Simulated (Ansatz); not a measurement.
# InSb: the change of formation energy and pressure with volume per atom

Plane-wave density functional theory, PAW datasets, Gaussian smearing 0.05 eV: one cell in which all forces lie under 0.002 eV/angstrom; stress (xx yy zz yz xz xy) and pressure positive in compression; site moments are of spin alone; formation energy from the elements run alike, uncorrected. The results are calculated, by Ansatz 0.2.0.

Cell of the first row (space group F-43m, No. 216):
```
CELL_PARAMETERS angstrom
0.00000 3.21570 3.21570
3.21570 0.00000 3.21570
3.21570 3.21570 0.00000
ATOMIC_POSITIONS crystal
In 0.00000 0.00000 0.00000
Sb 0.75000 0.75000 0.75000
```

Settings of every row: paw set soft_2; functional PBEsol; spin treatment none; moment partition spheres; spin axis none; wave cutoff 420 eV; k mesh 8x8x8; SCF start atoms; lower state search light; symmetry use detected.

Atom first moment, atom hubbard u: 0 on all atoms.

| row | volume per atom (Å³) | formation energy (eV per atom) | pressure (GPa) | energy above relaxed cell (meV per atom) |
| --- | --- | --- | --- | --- |
| 1 | 33.253 | -0.0675 | 1.932 | 8.04 |
| 2 | 33.946 | -0.0736 | 0.910 | 1.94 |
| 3 | 34.324 | ? | ? | ? |
| 4 | 34.461 | -0.0754 | 0.223 | 0.12 |
| 5 | 34.639 | -0.0755 | 0.000 | 0 |
| 6 | 35.331 | -0.0737 | -0.808 | 1.78 |
| 7 | 36.024 | -0.0687 | -1.528 | 6.86 |

Question: what formation energy and pressure should row 3 give?

Worked fit of formation energy. Take u = (V_r/V)^(2/3) − 1 with V_r = 34.55 Å³ an atom, which is twice the finite (Eulerian) strain; such expansions in the strain, on which the Birch-Murnaghan equation of state is built, carry the rest volume and the bulk modulus. The shown rows have u = 0.02584, 0.01183, 0.00172, -0.00171, -0.01479, -0.02747. Least squares give formation energy = −0.07547 + 0.0328 × u + 10.43 × u² + 9.5 × u³ eV per atom; a parabola predicts inner rows, each left out in turn, worse (root mean square 5.6e-05 against 2.2e-05 eV per atom). All shown rows lie on it to the printed digit. The withheld row has u = 0.00438, so the fit gives −0.07547 + 0.0328 × (0.00438) + 10.43 × (0.00438)² + 9.5 × (0.00438)³ = -0.0751 eV per atom.

The calculation gave -0.0751 eV per atom. The fit meets it to the printed digit.

Worked fit of pressure. Take u = (V_r/V)^(2/3) − 1 with V_r = 34.55 Å³ an atom, which is twice the finite (Eulerian) strain; such expansions in the strain, on which the Birch-Murnaghan equation of state is built, carry the rest volume and the bulk modulus. The shown rows have u = 0.02584, 0.01183, 0.00172, -0.00171, -0.01479, -0.02747. Least squares give pressure = 0.1108 + 65.102 × u + 203.4 × u² + 186 × u³ GPa; a parabola predicts inner rows, each left out in turn, worse (root mean square 0.0011 against 0.0006 GPa). All shown rows lie on it to the printed digit. The pressure vanishes at u = -0.0017, or V = 34.64 Å³ an atom, and there the bulk modulus at fixed shape and fractions is B = −V dP/dV = (2/3)(1 + u) dP/du = 42.9 GPa. The withheld row has u = 0.00438, so the fit gives 0.1108 + 65.102 × (0.00438) + 203.4 × (0.00438)² + 186 × (0.00438)³ = 0.400 GPa.

The calculation gave 0.401 GPa. The fit lies 0.001 GPa (0.029 % of the column's range) below it, one unit of the last digit.

The other values of row 3: energy above relaxed cell 0.39 meV per atom.
